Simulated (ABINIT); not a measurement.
# AlN (Fm-3m) in ABINIT: further runs, part 3 of 3

ABINIT 10.8.3 (patched build).

## 5. Band structure, TB-mBJ

Input file run.abi:

```
# Datasets: ground state, then fixed potential
ndtset 2

# Pseudopotentials
pp_dirpath "./"
pseudos "Al.LDA_PW-JTH.xml, N.LDA_PW-JTH.xml"

# Structure
acell 3*1.0 Angstrom
rprim
     0.0000000000     2.0345180000     2.0345180000
     2.0345180000     0.0000000000     2.0345180000
     2.0345180000     2.0345180000     0.0000000000
ntypat 2
znucl 13 7
natom 2
typat 1 2
xred
     0.5000000000     0.5000000000     0.5000000000
     0.0000000000     0.0000000000     0.0000000000

# Plane-wave basis
ecut 843.552974 eV
pawecutdg 53.0

# Exchange and correlation
ixc -208012
usekden 1
pawxcdev 0

# Bands and occupations
occopt 3
tsmear 0.05 eV

# SCF cycle
nstep 100
diemix 0.3
optforces 0
optstress 0

# Output
iomode 3
prtwf 0
prteig 0
prtebands 0
enunit 1
prtden1 1
prtkden1 1

# Dataset 1
kptopt1 1
ngkpt1 11 11 11
nshiftk1 1
shiftk1 0.0 0.0 0.0
nband1 8
tolvrs1 1.0e-7

# Dataset 2: bands along G-X-W-K-G-L-U-W-L-K
iscf2 -2
getden2 1
getkden2 1
nband2 14
nbdbuf2 4
tolwfr2 1.0e-11
kptopt2 -9
ndivsm2 6
prteig2 1
prtvol2 -3
kptbounds2
     0.0000000000     0.0000000000     0.0000000000
     0.5000000000     0.0000000000     0.5000000000
     0.5000000000     0.2500000000     0.7500000000
     0.3750000000     0.3750000000     0.7500000000
     0.0000000000     0.0000000000     0.0000000000
     0.5000000000     0.5000000000     0.5000000000
     0.6250000000     0.2500000000     0.6250000000
     0.5000000000     0.2500000000     0.7500000000
     0.5000000000     0.5000000000     0.5000000000
     0.3750000000     0.3750000000     0.7500000000
```

Potentials or basis: JTH PAW LDA v2.0.

On the command line:

```
abinit run.abi > log 2>&1
```

run.abo:

```text
.Version 10.8.3 of ABINIT
 DATASET    1 : space group Fm -3 m (#225); Bravais cF (face-center cubic)
================================================================================
 Values of the parameters that define the memory need for DATASET  1.
     intxc =       0    ionmov =       0      iscf =       7    lmnmax =       8
     lnmax =       4     mgfft =      30  mpssoang =       2    mqgrid =    3001
     natom =       2  nloc_mem =       2    nspden =       1   nspinor =       1
    nsppol =       1      nsym =      48    n1xccc =       1    ntypat =       2
    occopt =       3   xclevel =       2
       mpw =         950          nfft =       27000          nkpt =          56
 PAW method is used; the additional fine FFT grid is defined by:
   mgfftf=        36    nfftf =     46656
================================================================================
================================================================================

 DATASET    2 : space group Fm -3 m (#225); Bravais cF (face-center cubic)
================================================================================
 Values of the parameters that define the memory need for DATASET  2.
     intxc =       0    ionmov =       0      iscf =      -2    lmnmax =       8
     lnmax =       4     mgfft =      30  mpssoang =       2    mqgrid =    3001
     natom =       2  nloc_mem =       2    nspden =       1   nspinor =       1
    nsppol =       1      nsym =      48    n1xccc =       1    ntypat =       2
    occopt =       3   xclevel =       2
       mpw =         950          nfft =       27000          nkpt =         103
 PAW method is used; the additional fine FFT grid is defined by:
   mgfftf=        36    nfftf =     46656
================================================================================
================================================================================

--------------------------------------------------------------------------------
------------- Echo of variables that govern the present computation ------------
--------------------------------------------------------------------------------
 -outvars: echo values of preprocessed input variables --------
            acell      1.8897261259E+00  1.8897261259E+00  1.8897261259E+00 Bohr
              amu      2.69815390E+01  1.40067400E+01
           diemix      3.00000000E-01
             ecut      3.10000000E+01 Hartree
[... 977 lines left out ...]
  30.22485   31.13074   31.13074   31.67606   31.67606   31.67606
 kpt#   2, nband= 14, wtk=  1.00000, kpt=  0.0294  0.0000  0.0294 (reduced coord)
  -6.41984   11.16363   11.21859   11.21859   17.74581   25.21210   25.44933   25.44933
  30.07490   30.48300   31.15940   31.74280   31.74280   32.73639
 kpt#   3, nband= 14, wtk=  1.00000, kpt=  0.0588  0.0000  0.0588 (reduced coord)
  -6.35366   10.92323   11.13057   11.13057   18.00159   24.71991   25.57150   25.57150
  28.81186   31.16300   31.24526   31.94344   31.94344   34.01254
 kpt#   4, nband= 14, wtk=  1.00000, kpt=  0.0882  0.0000  0.0882 (reduced coord)
  -6.24410   10.55966   10.99081   10.99081   18.38394   24.08552   25.76610   25.76610
  27.58237   31.38800   32.11038   32.27892   32.27892   35.26383
 kpt#   5, nband= 14, wtk=  1.00000, kpt=  0.1176  0.0000  0.1176 (reduced coord)
  -6.09229   10.10991   10.80848   10.80848   18.84511   23.40691   26.02173   26.02173
  26.41605   31.58707   32.75001   32.75001   33.22717   36.46481
 kpt#   6, nband= 14, wtk=  1.00000, kpt=  0.1471  0.0000  0.1471 (reduced coord)
  -5.89987    9.60444   10.59445   10.59445   19.33236   22.73289   25.34634   26.32588
[... 278 lines left out ...]
  -3.08352    4.42914    7.62542    9.73311   19.50596   22.16338   24.97947   25.23031
  30.54853   34.25245   35.36589   41.27247   41.29355   42.79498
 kpt# 100, nband= 14, wtk=  1.00000, kpt=  0.4125  0.4125  0.6750 (reduced coord)
  -2.94605    4.72594    7.01708    9.56294   19.15410   22.51086   24.79246   25.78275
  30.01706   34.31094   36.50988   41.37336   41.57832   42.99596
 kpt# 101, nband= 14, wtk=  1.00000, kpt=  0.4000  0.4000  0.7000 (reduced coord)
  -2.81816    5.03030    6.49126    9.40407   18.80428   22.57185   24.86186   26.31240
  29.59023   34.52524   37.56482   41.27934   41.47056   43.70022
 kpt# 102, nband= 14, wtk=  1.00000, kpt=  0.3875  0.3875  0.7250 (reduced coord)
  -2.71596    5.25002    6.16189    9.26360   18.50066   22.31017   25.14785   26.78762
  29.31072   34.91849   38.42693   41.00111   41.21542   44.80877
 kpt# 103, nband= 14, wtk=  1.00000, kpt=  0.3750  0.3750  0.7500 (reduced coord)
  -2.65770    5.19817    6.23600    9.14736   18.26114   21.88624   25.43394   27.18771
  29.20635   35.49704   39.01581   40.56675   41.04596   46.14990

== END DATASET(S) ==============================================================
================================================================================

 -outvars: echo values of variables after computation  --------
            acell      1.8897261259E+00  1.8897261259E+00  1.8897261259E+00 Bohr
           etotal1    -8.7210146508E+00
            fcart1     9.9999999999E+99  9.9999999999E+99  9.9999999999E+99
                       9.9999999999E+99  9.9999999999E+99  9.9999999999E+99
            rprim      0.0000000000E+00  2.0345180000E+00  2.0345180000E+00
                       2.0345180000E+00  0.0000000000E+00  2.0345180000E+00
                       2.0345180000E+00  2.0345180000E+00  0.0000000000E+00
           strten1     9.9999999999E+99  9.9999999999E+99  9.9999999999E+99
                       9.9999999999E+99  9.9999999999E+99  9.9999999999E+99
           xangst      2.0345180000E+00  2.0345180000E+00  2.0345180000E+00
                       0.0000000000E+00  0.0000000000E+00  0.0000000000E+00
             xred      5.0000000000E-01  5.0000000000E-01  5.0000000000E-01
                       0.0000000000E+00  0.0000000000E+00  0.0000000000E+00
 Calculation completed.
```

It took 3.8 min on 1 thread of Arm Neoverse V1, shared host; peak memory 0.13 GiB.

Results:

* Band gap on the k mesh: 5.65 eV, indirect (least direct gap 6.41 eV)
* Band gap along the path: 5.52 eV, indirect (least direct gap 6.41 eV)
* Valence electrons inside the program's atomic spheres: Al 0.72; N 2.65

Levels at the corners of the path, in eV from the valence-band top:
```
point  band 1  band 2  band 3  band 4  band 5  band 6  band 7  band 8
    Γ  -17.69    0.00    0.00    0.00    6.41   14.16   14.16   14.16
    X  -13.89   -6.90   -2.65   -2.65    5.52    7.26   15.53   18.80
    W  -13.79   -5.26   -5.26   -3.55    9.04   12.22   12.22   13.30
    K  -13.91   -6.05   -5.01   -2.10    7.01   10.64   14.19   15.94
    Γ  -17.69    0.00    0.00    0.00    6.41   14.16   14.16   14.16
    L  -14.82   -7.72   -0.82   -0.82    7.18   11.95   11.95   14.58
    U  -13.91   -6.05   -5.01   -2.10    7.01   10.64   14.19   15.94
    W  -13.79   -5.26   -5.26   -3.55    9.04   12.22   12.22   13.30
    L  -14.82   -7.72   -0.82   -0.82    7.18   11.95   11.95   14.58
    K  -13.91   -6.05   -5.01   -2.10    7.01   10.64   14.19   15.94
```

Caveat: the constant c of TB-mBJ comes from the pseudo density here, which moves gaps by up to 0.3 eV between sets of potentials; the PAW data sets were made with another functional, which shifts forces and pressure a little; the mesh misses the band edges, which the band path finds closer together.

## 6. The runs side by side

| level | potentials or basis | cutoff (eV) | fine-grid cutoff | gap on the mesh (eV) | pressure (GPa) |
| --- | --- | --- | --- | --- | --- |
| LDA | JTH PAW LDA v2.0 | 707 | 1306.15 eV | 4.37 | -11.5 |
| PBEsol | JTH PAW PBE v2.0 | 707 | 1306.15 eV | 4.48 | -3.4 |
| r2SCAN | JTH PAW PBE v2.0 | 844 | 1442.2 eV | 5.34 | -3.3 |
| TB-mBJ | JTH PAW LDA v2.0 | 844 | 1442.2 eV | 5.65 | - |

Alike in all rows: task band structure; no spin polarisation; cell as given; k mesh 11 × 11 × 11; smearing fermi-dirac 0.05 eV.

Caveats: the mesh misses the band edges, which the band path finds closer together; the PAW data sets were made with another functional, which shifts forces and pressure a little (some runs); the constant c of TB-mBJ comes from the pseudo density here, which moves gaps by up to 0.3 eV between sets of potentials (some runs).

Total energies depend on the potentials used, so only differences within one code and one set of settings carry meaning.
